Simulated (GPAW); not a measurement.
Write an ASE script for GPAW 26.7.0 that does the following.

```
Task                : single point
Functional          : PBE
Potentials or basis : GPAW PAW data sets (gpaw-data 1.2.1)
Cutoff              : 600 eV
Basis               : pw
k mesh              : 8 × 8 × 8
Occupations         : gaussian, width 0.011 eV
Spin                : no spin polarisation
Maxiter             : 150
```

The system is GaAs.

```
CELL_PARAMETERS angstrom
0.00000 2.82685 2.82685
2.82685 0.00000 2.82685
2.82685 2.82685 0.00000
ATOMIC_POSITIONS crystal
As 0.75000 0.75000 0.75000
Ga 0.00000 0.00000 0.00000
```

The input as run:

run.py

```python
from ase import Atoms
from ase.dft.bandgap import bandgap
from ase.io import write
from ase.units import Bohr, GPa
from gpaw import GPAW, PW
from gpaw.elf import elf_from_dft_calculation

atoms = Atoms(['As', 'Ga'],
              cell=[[0.0, 2.82685, 2.82685],
                    [2.82685, 0.0, 2.82685],
                    [2.82685, 2.82685, 0.0]],
              scaled_positions=[[0.75, 0.75, 0.75],
                                [0.0, 0.0, 0.0]],
              pbc=True)

calc = GPAW(mode=PW(600),
            xc='PBE',
            kpts={'size': (8, 8, 8), 'gamma': True},
            occupations={'name': 'methfessel-paxton', 'order': 0, 'width': 0.011},
            nbands=11,
            convergence={'density': 1e-05, 'energy': 1e-05},
            maxiter=150,
            txt='gpaw.txt')
atoms.calc = calc
energy = atoms.get_potential_energy()
forces = atoms.get_forces()
stress = atoms.get_stress()
calc.write('gs.gpw')
write('result.traj', atoms)
print(f'Energy: {energy:.6f} eV')
print('Forces (eV/A):')
print(forces.round(4))
print('Stress (GPa):', (stress / GPa).round(3))
print('Fermi level:', round(calc.get_fermi_level(), 4), 'eV')
print(f'Gap: {bandgap(calc)[0]:.4f} eV, direct: {bandgap(calc, direct=True)[0]:.4f} eV')

# fields on the real-space grid
write('density.cube', atoms, data=calc.get_pseudo_density() * Bohr**3)
write('potential.cube', atoms, data=calc.get_electrostatic_potential())
write('elf.cube', atoms, data=elf_from_dft_calculation(calc).data)
```

Potentials or basis: GPAW PAW data sets (gpaw-data 1.2.1), pw.

Run with:

```sh
$ OMP_NUM_THREADS=1 python run.py
```

It gave:

| Property | Result |
| --- | --- |
| Pressure | 4.3 GPa |
| Band gap on the k mesh | 0.59 eV, direct |

Run time: 8.8 s on 1 thread of Arm Neoverse V2, on a shared host, peak memory 0.15 GiB.
